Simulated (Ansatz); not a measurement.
The polar optical mode of BP at 20 GPa, worked through

Theory: DFT PBE, scalar-relativistic, plane waves, PAW (Ansatz 0.2.0). Cutoff 420 eV, 10×10×10 k-points (Γ-centred), fixed occupations. No spin polarisation. Phonons by linear response, acoustic sum rule imposed.

The cell, relaxed at 20 GPa:
```yaml
crystal:
  lattice:
    - [0.00000, 2.19829, 2.19829]
    - [2.19829, 0.00000, 2.19829]
    - [2.19829, 2.19829, 0.00000]
  atoms:
    - { symbol: B, position: [0.00000, 0.00000, 0.00000] }
    - { symbol: P, position: [0.75000, 0.75000, 0.75000] }
```

Other phases may be more stable at this pressure.

Linear response gives ν_TO = 884.7 cm⁻¹, Born charges ±0.828 e (positive on P) and ε∞ = 9.139. The primitive cell holds 21.246 Å³, and the masses are 10.810 and 30.974 amu.

Task: Find ν_LO and the static dielectric constant.

Result: The long-wave field adds a restoring force: ω_LO² − ω_TO² = Z*²e²/(ε_vac ε∞ μV). In these units ν_LO² − ν_TO² = 4.92064×10⁷ Z*²/(μ V ε∞) cm⁻², with μ = m₁m₂/(m₁ + m₂) = 8.013 amu: 21691 cm⁻². So ν_LO = √(884.7² + 21691) = 896.9 cm⁻¹, and the run gives 896.9. Lyddane–Sachs–Teller then gives ε0 = ε∞ (ν_LO/ν_TO)² = 9.39, against 9.39 in the run (it forms both from the same three quantities, so the match checks the arithmetic only). Between ν_TO and ν_LO the dielectric function is negative and an undamped crystal reflects fully: a reststrahlen band from 11.1 to 11.3 μm.

Task: What do the Clausius–Mossotti polarisability and the Szigeti charge come to?

Result: With the Lorentz local field, α = (3V/4π)(ε∞ − 1)/(ε∞ + 2) = 3.71 Å³ for the pair, and e_S = 3Z*/(ε∞ + 2) = 0.22 e. The Born charge includes the electrons' response to the dipole's own local field, and e_S takes that enhancement out. The Lorentz field assumes point-like polarisable ions, a poor picture once ε∞ is this large, since the electron clouds then overlap or are shared, so both numbers are formal here.

Task: How strongly does a slow electron couple to the LO mode?

Result: For one isotropic parabolic band, Fröhlich's constant is α_F = (1/ε∞ − 1/ε0) √(m* Ry/ħω_LO), with Ry = 13.606 eV, ħω_LO = 111.2 meV and m* in free-electron masses: α_F = 0.0030 × 11.06 × √m* = 0.03 √m*. The band mass isn't part of this run; for m* = 0.1, 0.3 and 1 it gives 0.01, 0.02, 0.03. In weak coupling the polaron lies α_F ħω_LO below the band edge (2 meV at m* = 0.3) with a mass m*(1 + α_F/6); past α_F of about 5 or 6 that expansion fails. A semilocal functional's ε∞ tends to be too large, which taken alone lowers α_F.

Cost: 1 run of about 0.72 core-minutes, on Arm Neoverse N1 (shared hosts).